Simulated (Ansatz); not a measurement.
# Zr (Im-3m) in Ansatz: further runs

One crystal, Zr, is run at these levels: PBE; tasks: projected density of states, band structure.

Everything below comes from runs of Ansatz 0.2.0. Logs are shortened: lines on timing, memory, paths and dates and some standing lists are left out, and cuts for length are marked.

### Step 1. Starting point

Symmetry: Im-3m, No. 229, cubic system. The conventional cell has a = 3.620 Å, b = 3.620 Å, c = 3.620 Å, α = 90.00°, β = 90.00°, γ = 90.00°. Zr (site symmetry m-3m) is surrounded by 8 Zr at 3.14 Å.

This isn't the form of Zr at room conditions, which is hcp.

### Step 2. Projected density of states, PBE

The input, input.yaml:

```yaml
crystal:
  lattice:
    - [-1.81, 1.81, 1.81]
    - [1.81, -1.81, 1.81]
    - [1.81, 1.81, -1.81]
  atoms:
    - { symbol: Zr, position: [0.0, 0.0, 0.0] }
kpoints:
  mp_grid: { grid: [10, 10, 10] }
  band_path:
    path:
      - [0.0, 0.0, 0.0]
      - [0.5, -0.5, 0.5]
      - [0.0, 0.0, 0.5]
      - [0.0, 0.0, 0.0]
      - [0.25, 0.25, 0.25]
      - [0.5, -0.5, 0.5]
    npoints: 6
scf:
  occupations: { method: fermi_dirac, width: 0.05 }
hamiltonian:
  xc: pbe
  pseudopotentials: { kind: all_electron, lapw: { basis_error: 0.002 } }
output:
  forces: true
  stress: true
  eigenvalues: true
  fatbands: true
  dos: { projected: true, de: 0.2, e_range: [-10, 6] }
  populations: true
```

Potentials or basis: all-electron LAPW, scalar-relativistic.

Run with:

```console
> ansatz run input.yaml --threads 1 --pin off --max-ram 3072MiB --backend cpu --events-out ev --progress --plain --runs-dir out
```

Output:

```text
Warning: RAYON_NUM_THREADS=1 ignored (pool sized by the plan → 1); use --threads N
Zr: projections on atomic orbitals take those of the free atom 1s2 2s2 2p6 3s2 3p6 3d10 4s2 4p6 4d2 5s2, of charge +0.00 (hamiltonian.pseudopotentials.projection_atoms)
LAPW: plane waves up to 6.573 Å⁻¹, error target 2.0e-3 eV per atom; small_component_spin mean_spin; Zr in spheres of 1.568 Å, 22 of its electrons in bands, Dirac shells [] (how accurate: hamiltonian.pseudopotentials.lapw.basis_error, Limitations)
Engine: ansatz 0.2.0, x86_64-unknown-linux-gnu
Pseudopotentials: kind: all_electron
Pseudopotential: Zr, LAPW, valence charge 22, lapw/all_electron/scalar/gaussian/Zr, Koelling and Harmon's equation, gaussian nucleus
Functional definition: PBE
  parameter kappa = 0.804
  parameter beta = 0.06672455060314922
  exchange = pbe_x(kappa = kappa, mu = beta*pi^2/3)
  correlation = pbe_c(beta = beta)
Crystal: 1 atoms, lattice volume = 23.719 Å³
Basis set: ecut = 164.61550497298666 eV, 135 PW (Γ), exchange–correlation at level 2
Bands: 15, of which v1, the nominal top of the filled ones, is band 11 counted from 1 (10 counted from 0)
Symmetry: 48 space group operations
Space group: Im-3m (ITA 229), of the structure as read, at distance tolerance 2.9e-5 Å
k-points: 47 of 1000
Non-local potential: Zr, projectors of the file, none
Initial density: superposition of atomic densities (chi_scale 0.1, normalization cell)
Initial wavefunctions: plane waves of lowest kinetic energy (no species holds an atomic orbital)
Functional: x = pbe(κ = 0.804, μ = 0.2195149727645171), c = pbe(β = 0.06672455060314922)
iter 1 solved again at ethr=1.85e-4 eV; its pass at ethr=1.00e-1 eV (dr2=4.08e-2 eV) is discarded
SCF iter   1: F=—  HF=-97927.094661 eV  |F-HF|=—  |Δ(HF+E_count)|=         —  Δρ=1.38e-2  dr2=4.14e-2  ethr=1.85e-4  ⟨swp⟩=2.9  Hψ=4875  notcnv=0
preconditioner: auto → Kerker (q_TF=auto, 2.694 Å⁻¹)  [metal: Δε(μ)=0.071 eV  Ē_g=4.987 eV  σ=0.050 eV  W_gap=0.31  n_scr=12 (ndim 8)  ℏωp=15.2 eV  f_vac=0.000  D(μ)=1.94/eV (n_scr^D=18)]
SCF iter   2: F=—  HF=-97927.030216 eV  |F-HF|=—  |Δ(HF+E_count)|=   6.44e-2  Δρ=6.87e-3  dr2=1.18e-2  ethr=1.85e-4  ⟨swp⟩=2.0  Hψ=2220  notcnv=0
SCF iter   3: F=—  HF=-97927.028118 eV  |F-HF|=—  |Δ(HF+E_count)|=   2.10e-3  Δρ=3.83e-3  dr2=4.26e-3  ethr=5.37e-5  ⟨swp⟩=2.0  Hψ=2084  notcnv=0
SCF iter   4: F=—  HF=-97927.028424 eV  |F-HF|=—  |Δ(HF+E_count)|=   3.07e-4  Δρ=1.39e-3  dr2=6.71e-4  ethr=1.93e-5  ⟨swp⟩=2.0  Hψ=2082  notcnv=0
iter 5 solved again at ethr=1.41e-7 eV; its pass at ethr=3.05e-6 eV (dr2=3.11e-5 eV) is discarded
SCF iter   5: F=—  HF=-97927.028474 eV  |F-HF|=—  |Δ(HF+E_count)|=   5.00e-5  Δρ=3.51e-4  dr2=3.11e-5  ethr=1.41e-7  ⟨swp⟩=2.0  Hψ=3510  notcnv=0
SCF iter   6: F=—  HF=-97927.028474 eV  |F-HF|=—  |Δ(HF+E_count)|=   8.29e-8  Δρ=8.40e-5  dr2=1.34e-6  ethr=1.41e-7  ⟨swp⟩=2.0  Hψ=2084  notcnv=0
SCF iter   7: F=-97927.028475 eV  HF=-97927.028475 eV  |F-HF|=8.29e-10  |Δ(HF+E_count)|=   4.70e-8  Δρ=7.93e-6  dr2=9.65e-9  ethr=6.11e-9  ⟨swp⟩=2.0  Hψ=2084  notcnv=0
SCF 1 converged in 7 iterations: F = -97927.028475 eV  dr2 = 9.65e-9
NSCF: frozen V_eff on 31 k-points
SCF converged after 7 iterations
Free energy (F): -97927.028475 eV
Harris-Foulkes:  -97927.028475 eV  (|F-HF|=8.29e-10)
Internal energy: -97927.012203 eV  (E = F + TS)
E sigma→0 (E₀):  -97927.020339 eV
Entropy (-TS):   -0.016271 eV (-16.271 meV/atom)
Fermi energy:    15.201731 eV
--- Per-component energies (eV) ---
  E_band       = -1612.217343
  E_kinetic    = 101147.893957
  E_xc         = -3110.719562
  E_electrostatic = -195964.186599  (all electrons and nuclei)
  E_smearing   = -0.016271  (= −TS)
  E_closure    = 0.000000  (closes the sum)
  E_atoms      = -97919.811540  (free atoms, spherical and without spin; not in F)
  Σ components = -97927.028475   (vs F -97927.028475, Δ=0.00e0)
  Basis errors (estimates in eV, not in F): energy 3.5e-4 per atom: plane waves 3.1e-4 (1.6e-4 summed), levels above the bands 9.1e-65, relativity 5.9e-8, radial functions 4.2e-5, core shells 8.9e-7; eigenvalues (radial functions only) 1.8e-6; not estimated: angular momenta, meshes, grids; target (lapw.basis_error) 2.0e-3; muffin-tin radii Zr 1.568 Å
--- Forces (eV/Å), atoms counted from 1 ---
  atom   1  Zr    -0.00000000     0.00000000     0.00000000
  max |Σ_I F_I| component: 7.23e-31 eV/Å
--- Stress (GPa, compression-positive) ---
       -3.349789      -0.000000      -0.000000
       -0.000000      -3.349789      -0.000000
       -0.000000      -0.000000      -3.349789
  P = ⅓ Tr σ = -3.3498 GPa (-33.498 kbar)
--- Band table (eV; the first three rows and the last of 47) ---
  k-point 0: bands = ["-153.3005", "-153.3005", "-153.2977", "-153.2977", "-153.2977", "-33.3549", "-10.9000", "-10.9000", "-10.9000", "9.8283", "16.2733", "16.2733", "16.2733", "18.6936", "18.6936"]
  k-point 1: bands = ["-153.3005", "-153.3005", "-153.2977", "-153.2977", "-153.2977", "-33.3417", "-10.9925", "-10.9285", "-10.9006", "10.1569", "16.0599", "16.1882", "16.5931", "18.4002", "18.6946"]
  k-point 2: bands = ["-153.3005", "-153.3005", "-153.2977", "-153.2977", "-153.2977", "-33.3069", "-11.2285", "-11.0021", "-10.9023", "11.0254", "15.5623", "15.8061", "17.5172", "18.1788", "18.7473"]
  k-point 46: bands = ["-153.3005", "-153.3005", "-153.2977", "-153.2977", "-153.2977", "-33.1146", "-11.5274", "-11.5274", "-11.5274", "12.7045", "12.7045", "20.6743", "20.6743", "20.6743", "22.4179"]
--- Löwdin populations: 1 site ---
  site symbol       q [e]
     0     Zr     39.9412
  spilling = 0.001469 (of n_electrons = 40.000000)
```

Wall time 4.5 s (1 thread of AMD EPYC 7R43 (Zen 3), shared host); peak memory 0.27 GiB.

What came out:

```yaml
Free_energy: -97927.0285 eV
Pressure: -3.3 GPa
Band_gap_along_the_path: none (metal or under the smearing width)
```

Levels at the corners of the path, in eV from the Fermi level:
```tsv
point	band 9	band 10	band 11	band 12	band 13	band 14
Γ	-26.10	-5.37	1.07	1.07	1.07	3.49
H	-26.73	-2.50	-2.50	5.47	5.47	5.47
N	-26.11	-2.77	-0.67	1.47	3.47	4.13
Γ	-26.10	-5.37	1.07	1.07	1.07	3.49
P	-26.56	-0.57	-0.57	-0.57	4.24	4.24
H	-26.73	-2.50	-2.50	5.47	5.47	5.47
```

States per cell in windows of 1 eV (zero at the Fermi level; states under -8 eV left out):
| from (eV) | total | Zr1 4d | Zr1 5s | Zr1 4p | Zr1 4s | Zr1 3s | Zr1 3p |
| --- | --- | --- | --- | --- | --- | --- | --- |
| -8.0 | 0.00 | 0.00 | 0.00 | 0.00 | 0.00 | 0.00 | 0.00 |
| -7.0 | 0.00 | 0.00 | 0.00 | 0.00 | 0.00 | 0.00 | 0.00 |
| -6.0 | 0.01 | 0.00 | 0.01 | 0.00 | 0.00 | 0.00 | 0.00 |
| -5.0 | 0.10 | 0.00 | 0.09 | 0.00 | 0.01 | 0.00 | 0.00 |
| -4.0 | 0.23 | 0.04 | 0.17 | 0.01 | 0.01 | 0.00 | 0.00 |
| -3.0 | 0.87 | 0.56 | 0.29 | 0.01 | 0.01 | 0.00 | 0.00 |
| -2.0 | 1.03 | 0.89 | 0.12 | 0.01 | 0.00 | 0.00 | 0.00 |
| -1.0 | 1.81 | 1.70 | 0.04 | 0.02 | 0.00 | 0.00 | 0.00 |
| 0.0 | 1.66 | 1.39 | 0.13 | 0.01 | 0.00 | 0.00 | 0.00 |
| 1.0 | 0.36 | 0.33 | 0.01 | 0.00 | 0.00 | 0.00 | 0.00 |
| 2.0 | 1.11 | 1.06 | 0.02 | 0.00 | 0.00 | 0.00 | 0.00 |
| 3.0 | 1.64 | 1.58 | 0.03 | 0.00 | 0.00 | 0.00 | 0.00 |
| 4.0 | 1.69 | 1.47 | 0.14 | 0.00 | 0.00 | 0.00 | 0.00 |
| 5.0 | 0.54 | 0.37 | 0.10 | 0.00 | 0.00 | 0.00 | 0.00 |

### Step 3. Band structure, PBE, spin-orbit coupling, no magnetisation

Changes to input.yaml since step 2:

```diff
@@ -8,3 +8,3 @@
 kpoints:
-  mp_grid: { grid: [10, 10, 10] }
+  mp_grid: { grid: [8, 8, 8] }
   band_path:
@@ -23,2 +23,5 @@
   pseudopotentials: { kind: all_electron, lapw: { basis_error: 0.002 } }
+magnetization:
+  noncollinear: true
+  spin_orbit: true
 output:
@@ -27,4 +30 @@
   eigenvalues: true
-  fatbands: true
-  dos: { projected: true, de: 0.2, e_range: [-10, 6] }
-  populations: true
```

Potentials or basis: all-electron LAPW, relativistic spinors.

Run with:

```console
> ansatz run input.yaml --threads 1 --pin off --max-ram 3072MiB --backend cpu --events-out ev --progress --plain --runs-dir out
```

Output:

```text
Warning: RAYON_NUM_THREADS=1 ignored (pool sized by the plan → 1); use --threads N
LAPW: plane waves up to 6.633 Å⁻¹, error target 2.0e-3 eV per atom; Dirac's equation on spinors; Zr in spheres of 1.568 Å, 22 of its electrons in bands (how accurate: hamiltonian.pseudopotentials.lapw.basis_error, Limitations)
[... 2 set-up lines as earlier in the session ...]
Pseudopotential: Zr, LAPW, valence charge 22, lapw/all_electron/dirac/gaussian/Zr, Dirac's equation, gaussian nucleus
[... 5 set-up lines as earlier in the session ...]
non-collinear run that drives no moment, with spin-orbit: no starting moment large enough to seed its density (crystal.atoms[].spin), no starting occupations that ask for one, no magnetisation constraint and no magnetic field, so the semilocal B_xc is pinned to zero
Crystal: 1 atoms, lattice volume = 23.719 Å³
Basis set: ecut = 167.61082533920276 eV, 135 PW (Γ), exchange–correlation at level 2
Bands: 30, of which v1, the nominal top of the filled ones, is band 22 counted from 1 (21 counted from 0)
Symmetry: 48 space group operations + 48 with time reversal
Magnetic group: BNS 229.141 (UNI 1643), of the structure as read, at distance tolerance 2.9e-5 Å
k-points: 29 of 512
[... 4 set-up lines as earlier in the session ...]
iter 1 solved again at ethr=2.01e-4 eV; its pass at ethr=1.00e-1 eV (dr2=4.43e-2 eV) is discarded
SCF iter   1: F=—  HF=-97938.709825 eV  |F-HF|=—  |Δ(HF+E_count)|=         —  Δρ=1.44e-2  dr2=4.49e-2  dr2_m=0.00e0 (ungated)  ethr=2.01e-4  |M|=0.00e0 ∫|m|=0.00e0 μB  β_m=0.30  ⟨swp⟩=2.9  Hψ=5837  notcnv=0
preconditioner: auto → Kerker (q_TF=auto, 2.694 Å⁻¹)  [metal: Δε(μ)=0.006 eV  Ē_g=4.981 eV  σ=0.050 eV  W_gap=0.03  n_scr=12 (ndim 8)  ℏωp=15.2 eV  f_vac=0.000  D(μ)=2.23/eV (n_scr^D=18)]
spin=Noncollinear: Kerker preconditioning applied to the charge; magnetization (m_x, m_y, m_z) channels mix plain (no charge-response kernel on spin).
SCF iter   2: F=—  HF=-97938.658041 eV  |F-HF|=—  |Δ(HF+E_count)|=   5.18e-2  Δρ=1.00e-2  dr2=2.33e-2  dr2_m=0.00e0 (ungated)  ethr=2.01e-4  |M|=0.00e0 ∫|m|=0.00e0 μB  β_m=0.46  ⟨swp⟩=2.0  Hψ=2544  notcnv=0
SCF iter   3: F=—  HF=-97938.639814 eV  |F-HF|=—  |Δ(HF+E_count)|=   1.82e-2  Δρ=4.19e-3  dr2=5.01e-3  dr2_m=0.00e0 (ungated)  ethr=1.06e-4  |M|=0.00e0 ∫|m|=0.00e0 μB  β_m=0.71  ⟨swp⟩=2.0  Hψ=2641  notcnv=0
SCF iter   4: F=—  HF=-97938.640265 eV  |F-HF|=—  |Δ(HF+E_count)|=   4.50e-4  Δρ=1.54e-3  dr2=8.14e-4  dr2_m=0.00e0 (ungated)  ethr=2.28e-5  |M|=0.00e0 ∫|m|=0.00e0 μB  β_m=0.83  ⟨swp⟩=2.0  Hψ=2514  notcnv=0
iter 5 solved again at ethr=1.69e-7 eV; its pass at ethr=3.70e-6 eV (dr2=3.72e-5 eV) is discarded
SCF iter   5: F=—  HF=-97938.640344 eV  |F-HF|=—  |Δ(HF+E_count)|=   7.92e-5  Δρ=3.83e-4  dr2=3.71e-5  dr2_m=0.00e0 (ungated)  ethr=1.69e-7  |M|=0.00e0 ∫|m|=0.00e0 μB  β_m=0.92  ⟨swp⟩=2.0  Hψ=4216  notcnv=0
SCF iter   6: F=—  HF=-97938.640345 eV  |F-HF|=—  |Δ(HF+E_count)|=   1.49e-6  Δρ=9.30e-5  dr2=1.56e-6  dr2_m=0.00e0 (ungated)  ethr=1.69e-7  |M|=0.00e0 ∫|m|=0.00e0 μB  β_m=0.96  ⟨swp⟩=2.0  Hψ=2514  notcnv=0
SCF iter   7: F=-97938.640346 eV  HF=-97938.640346 eV  |F-HF|=1.16e-8  |Δ(HF+E_count)|=   1.96e-7  Δρ=1.21e-5  dr2=2.58e-8  dr2_m=0.00e0 (ungated)  ethr=7.11e-9  |M|=0.00e0 ∫|m|=0.00e0 μB  ⟨swp⟩=2.0  Hψ=2514  notcnv=0
SCF 1 converged in 7 iterations: F = -97938.640346 eV  dr2 = 2.58e-8
NSCF: frozen V_eff on 31 k-points
SCF converged after 7 iterations
Magnetization: |M| = 0.0000 μB,  M = (+0.0000, +0.0000, +0.0000) μB
Absolute magnetization: 0.0000 μB (∫|m|)
  site 0: m = (+0.0000, +0.0000, +0.0000) μB, |m| = 0.0000 μB  (R = 1.57 Å)
Free energy (F): -97938.640346 eV
Harris-Foulkes:  -97938.640346 eV  (|F-HF|=1.16e-8)
Internal energy: -97938.621518 eV  (E = F + TS)
E sigma→0 (E₀):  -97938.630932 eV
Entropy (-TS):   -0.018828 eV (-18.828 meV/atom)
Fermi energy:    15.163222 eV
--- Per-component energies (eV) ---
  E_band       = -1612.247815
  E_kinetic    = 101206.690829
  E_xc         = -3111.393835
  E_electrostatic = -196033.918512  (all electrons and nuclei)
  E_smearing   = -0.018828  (= −TS)
  E_closure    = 0.000000  (closes the sum)
  E_atoms      = -97931.420707  (free atoms, spherical and without spin; not in F)
  Σ components = -97938.640346   (vs F -97938.640346, Δ=0.00e0)
  Basis errors (estimates in eV, not in F): energy 3.1e-4 per atom: plane waves 2.6e-4 (1.4e-4 summed), levels above the bands 3.3e-66, relativity 8.9e-8, radial functions 4.3e-5, core shells 9.1e-7; eigenvalues (radial functions only) 1.8e-6; not estimated: angular momenta, meshes, grids; target (lapw.basis_error) 2.0e-3; muffin-tin radii Zr 1.568 Å
--- Forces (eV/Å), atoms counted from 1 ---
  atom   1  Zr     0.00000000    -0.00000000    -0.00000000
  max |Σ_I F_I| component: 5.47e-25 eV/Å
--- Stress (GPa, compression-positive) ---
       -2.697538      -0.000000       0.000000
       -0.000000      -2.697538       0.000000
        0.000000       0.000000      -2.697538
  P = ⅓ Tr σ = -2.6975 GPa (-26.975 kbar)
--- Band table (eV; the first three rows and the last of 29) ---
  k-point 0: bands = ["-154.7721", "-154.7721", "-154.7721", "-154.7721", "-152.2760", "-152.2760", "-152.2760", "-152.2760", "-152.2742", "-152.2742", "-33.3610", "-33.3610", "-12.1525", "-12.1525", "-10.3367", "-10.3367", "-10.3367", "-10.3367", "9.8277", "9.8277", "16.2373", "16.2373", "16.2373", "16.2373", "16.3200", "16.3200", "18.6897", "18.6897", "18.6897", "18.6897"]
  k-point 1: bands = ["-154.7721", "-154.7721", "-154.7721", "-154.7721", "-152.2760", "-152.2760", "-152.2760", "-152.2760", "-152.2742", "-152.2742", "-33.3407", "-33.3407", "-12.2088", "-12.2088", "-10.4451", "-10.4451", "-10.3579", "-10.3579", "10.3328", "10.3328", "15.9411", "15.9411", "16.1151", "16.1151", "16.7648", "16.7648", "18.2967", "18.2967", "18.6958", "18.6958"]
  k-point 2: bands = ["-154.7721", "-154.7721", "-154.7721", "-154.7721", "-152.2760", "-152.2760", "-152.2760", "-152.2760", "-152.2742", "-152.2742", "-33.2914", "-33.2914", "-12.3558", "-12.3558", "-10.6852", "-10.6852", "-10.4056", "-10.4056", "11.5422", "11.5422", "15.2814", "15.2814", "15.5826", "15.5826", "18.1592", "18.1592", "18.2562", "18.2562", "18.8171", "18.8171"]
  k-point 28: bands = ["-154.7721", "-154.7721", "-154.7721", "-154.7721", "-152.2760", "-152.2760", "-152.2760", "-152.2760", "-152.2742", "-152.2742", "-33.1206", "-33.1206", "-12.7132", "-12.7132", "-10.9971", "-10.9971", "-10.9971", "-10.9971", "12.7010", "12.7010", "12.7010", "12.7010", "20.6239", "20.6239", "20.6239", "20.6239", "20.7496", "20.7496", "22.0889", "22.0889"]
```

bands.tsv:

```text
[... 43 lines left out ...]
```

It took 21 s on 1 thread of AMD EPYC 7R43 (Zen 3), shared host; peak memory 0.35 GiB.

Results:

```
Free energy             : -97938.6403 eV
Pressure                : -2.7 GPa
Band gap along the path : none (metal or under the smearing width)
```

Levels at the corners of the path, in eV from the Fermi level:
| point | band 20 | band 21 | band 22 | band 23 | band 24 | band 25 |
| --- | --- | --- | --- | --- | --- | --- |
| Γ | -5.34 | 1.07 | 1.07 | 1.07 | 1.07 | 1.16 |
| H | -2.46 | -2.46 | -2.46 | 5.46 | 5.46 | 5.46 |
| N | -2.73 | -0.64 | -0.64 | 1.50 | 1.50 | 3.50 |
| Γ | -5.34 | 1.07 | 1.07 | 1.07 | 1.07 | 1.16 |
| P | -0.63 | -0.50 | -0.50 | -0.50 | -0.50 | 4.28 |
| H | -2.46 | -2.46 | -2.46 | 5.46 | 5.46 | 5.46 |

Caveat: the k mesh is thin for a metal, which can move the energy by tens of meV per atom.
